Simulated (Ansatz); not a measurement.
## TiC under changes of volume

One of the cells (10.811 Å³/atom); the others are scaled copies at fixed shape and fractional positions:

```xyz
2
Lattice="3.0421 0.0000 0.0000 -1.5210 2.6345 0.0000 0.0000 0.0000 2.6980" Properties=species:S:1:pos:R:3 pbc="T T T"
Ti    0.0000    0.0000    1.3490
C     0.0000    1.7564    0.0000
```

The cell was built by a generator and needn't be a form met in nature.

```yaml
Program: Ansatz 0.2.0
Functional: PBE
Potentials_or_basis: Ansatz PAW
Cutoff: "420 eV (not typed: the program's choice for these potentials)"
k_mesh: 10 × 10 × 10
Occupations: fermi-dirac, width 0.05 eV
Spin: no spin polarisation
```

```csv
volume (Å³/atom),energy over the lowest point (meV/atom),pressure (GPa)
10.163,?,?
10.379,12.77,9.7
10.595,3.11,4.7
10.811,0.00,0.1
11.028,2.76,-4.1
11.244,10.86,-7.8
11.460,23.79,-11.2
```

Q: What does the run at 10.163 Å³/atom give?

A: Energy over the lowest point 29.59 meV/atom; pressure 15.3 GPa.

Worked out: A Birch-Murnaghan fit of order 3 (a polynomial in V^(-2/3)) to the other rows has its minimum at 10.81 Å³/atom with B0 = V·E''(V) = 218 GPa and B' = 4.0 at fixed shape and positions, which overstates the stiffness. It gives 29.61 meV/atom at 10.163 Å³/atom, against the run's 29.59, and -dE/dV = 15.3 GPa, against 15.3.

Energies are extrapolated to zero smearing.
